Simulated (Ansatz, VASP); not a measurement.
**Two plane-wave programs on AlN**

```xyz
2
Lattice="0.1058 2.0887 2.0887 2.0887 0.1058 2.0887 2.0887 2.0887 0.1058" Properties=species:S:1:pos:R:3 pbc="T T T"
Al    2.1416    2.1416    2.1416
N     0.0000    0.0000    0.0000
```

Alike in both runs: task single point; functional PBE; k mesh 10 × 10 × 10; occupations gaussian, width 0.05 eV; no spin polarisation.

|  | VASP | Ansatz |
| --- | --- | --- |
| version | VASP 6.6.1 | Ansatz 0.2.0 |
| potentials or method | VASP PAW PBE potentials, release 64 (Al, N) | scalar-relativistic, plane waves, PAW |
| plane-wave cutoff (eV) | 520 | 420 |
| valence electrons in the cell | 8 | 8 |

Ansatz gave:

* gap on the k mesh at the Fermi level (eV): 3.55
* least direct gap on the mesh (eV): 4.64
* pressure (GPa): 0.8
* largest component of the traceless stress (GPa): 16.94

Problem. Which values does VASP return?

Solution. gap on the k mesh at the Fermi level (eV): 3.53; least direct gap on the mesh (eV): 4.65; pressure (GPa): 0.5; largest component of the traceless stress (GPa): 16.94.

A k mesh can miss the band edges.
